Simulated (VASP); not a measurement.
Method: PBE GGA, VASP's PBE PAW potentials (set 64) (plane waves; VASP).

A VASP calculation is set up with these files.

File POSCAR:
```
CoSb3
1
   -4.5265950000     4.5265950000     4.5265950000
    4.5265950000    -4.5265950000     4.5265950000
    4.5265950000     4.5265950000    -4.5265950000
Co Sb
4 12
Direct
  0.0000000000   0.0000000000   0.5000000000
  0.5000000000   0.5000000000   0.5000000000
  0.0000000000   0.5000000000   0.0000000000
  0.5000000000   0.0000000000   0.0000000000
  0.8412600000   0.1751100000   0.3338500000
  0.1587400000   0.8248900000   0.6661500000
  0.8412600000   0.5074100000   0.6661500000
  0.1587400000   0.4925900000   0.3338500000
  0.3338500000   0.8412600000   0.1751100000
  0.6661500000   0.1587400000   0.8248900000
  0.6661500000   0.8412600000   0.5074100000
  0.3338500000   0.1587400000   0.4925900000
  0.1751100000   0.3338500000   0.8412600000
  0.8248900000   0.6661500000   0.1587400000
  0.5074100000   0.6661500000   0.8412600000
  0.4925900000   0.3338500000   0.1587400000
```

KPOINTS:
```
Automatic mesh
0
gamma
 8 8 8
```

INCAR:
```
ALGO = Normal
EDIFF = 1E-6
ENCUT = 300
GGA = PE
ISIF = 2
ISMEAR = -1
LASPH = .True.
LCHARG = .False.
LMAXMIX = 4
LREAL = Auto
LWAVE = .False.
NELM = 100
PREC = Accurate
SIGMA = 0.1
SYSTEM = CoSb3
```

POTCAR, in this order: Co Sb (PBE.64 set). Program: vasp_std.

Output of the run:

File OSZICAR:
```
       N       E                     dE             d eps       ncg     rms          rms(c)
DAV:   1     0.472566182119E+03    0.47257E+03   -0.25245E+04  4014   0.949E+02
DAV:   2    -0.324321092493E+02   -0.50500E+03   -0.48832E+03  4148   0.268E+02
DAV:   3    -0.822027891717E+02   -0.49771E+02   -0.47237E+02  5156   0.904E+01
DAV:   4    -0.842103655966E+02   -0.20076E+01   -0.19879E+01  4836   0.191E+01
DAV:   5    -0.842952801692E+02   -0.84915E-01   -0.84823E-01  5521   0.389E+00    0.201E+01
DAV:   6    -0.971886758999E+02   -0.12893E+02   -0.11874E+02  5669   0.103E+02    0.340E+01
DAV:   7    -0.805794047831E+02    0.16609E+02   -0.59776E+01  5605   0.881E+01    0.112E+01
DAV:   8    -0.811890231092E+02   -0.60962E+00   -0.94878E+00  5173   0.118E+01    0.655E+00
DAV:   9    -0.807887631355E+02    0.40026E+00   -0.15949E+00  5523   0.115E+01    0.190E+00
DAV:  10    -0.807963792788E+02   -0.76161E-02   -0.70057E-02  4544   0.128E+00    0.133E+00
DAV:  11    -0.807954636279E+02    0.91565E-03   -0.13473E-02  4696   0.465E-01    0.371E-01
DAV:  12    -0.807959525211E+02   -0.48889E-03   -0.37661E-03  5684   0.447E-01    0.120E-01
DAV:  13    -0.807963420898E+02   -0.38957E-03   -0.84242E-04  4293   0.163E-01    0.726E-02
DAV:  14    -0.807964263351E+02   -0.84245E-04   -0.27423E-04  4727   0.112E-01    0.359E-02
DAV:  15    -0.807964497838E+02   -0.23449E-04   -0.62653E-05  4226   0.255E-02    0.251E-02
DAV:  16    -0.807964507258E+02   -0.94198E-06   -0.31091E-06  4027   0.877E-03
   1 F= -.80796451E+02 E0= -.80780713E+02  d E =-.314759E-01
```

File OUTCAR:
```
------------------------ aborting loop because EDIFF is reached ----------------------------------------
  FORCE on cell =-STRESS in cart. coord.  units (eV):
  Direction    XX          YY          ZZ          XY          YZ          ZX
  --------------------------------------------------------------------------------------
  Total        4.1133886      4.1133886      4.1133886     -0.0000000     -0.0000000      0.0000000
  in kB       17.7637810     17.7637810     17.7637810     -0.0000000     -0.0000000      0.0000000
  external PRESSURE =      17.7637810 kB  Pullay stress =       0.0000000 kB
  volume of cell :      371.00
      direct lattice vectors                 reciprocal lattice vectors
    -4.526595000  4.526595000  4.526595000     0.000000000  0.110458303  0.110458303
     4.526595000 -4.526595000  4.526595000     0.110458303  0.000000000  0.110458303
     4.526595000  4.526595000 -4.526595000     0.110458303  0.110458303  0.000000000
 POSITION                                       TOTAL-FORCE (eV/Angst)
 -----------------------------------------------------------------------------------
      2.26330      2.26330     -2.26330         0.000000     -0.000000     -0.000000
      2.26330      2.26330      2.26330         0.000000     -0.000000     -0.000000
      2.26330     -2.26330      2.26330         0.000000     -0.000000     -0.000000
     -2.26330      2.26330      2.26330         0.000000      0.000000     -0.000000
     -1.50419      4.52660      3.08949        -0.054896     -0.000000     -0.094006
      6.03078      0.00000      1.43710         0.054896      0.000000      0.094006
      1.50419      4.52660      3.08949         0.054896      0.000000     -0.094006
      3.02241      0.00000      1.43710        -0.054896     -0.000000      0.094006
      3.08949     -1.50419      4.52660        -0.094006     -0.054896     -0.000000
      1.43710      6.03078      0.00000         0.094006      0.054896     -0.000000
      3.08949      1.50419      4.52660        -0.094006      0.054896     -0.000000
      1.43710      3.02241      0.00000         0.094006     -0.054896     -0.000000
      4.52660      3.08949     -1.50419         0.000000     -0.094006     -0.054896
      0.00000      1.43710      6.03078         0.000000      0.094006      0.054896
      4.52660      3.08949      1.50419         0.000000     -0.094006      0.054896
      0.00000      1.43710      3.02241         0.000000      0.094006     -0.054896
 -----------------------------------------------------------------------------------
    total drift:                                0.000000      0.000000     -0.000000
  FREE ENERGIE OF THE ION-ELECTRON SYSTEM (eV)
  ---------------------------------------------------
  free  energy   TOTEN  =       -80.7964507258 eV

  energy  without entropy=      -80.7649748388  energy(sigma->0) =      -80.78071278
```
(Selected blocks of OUTCAR.)

At this cut-off the stress carries a Pulay error, which pulls relaxed volumes low.

The structure comes from a computed database's CoSb3 entry; how it stands against other phases isn't given here. The cell was not relaxed at this level. The run is one of a series of settings (KPOINTS 8×8×8 Γ-centred mesh against the base run), some of them coarse on purpose. The run is not spin-polarised, so no magnetic state was tried.
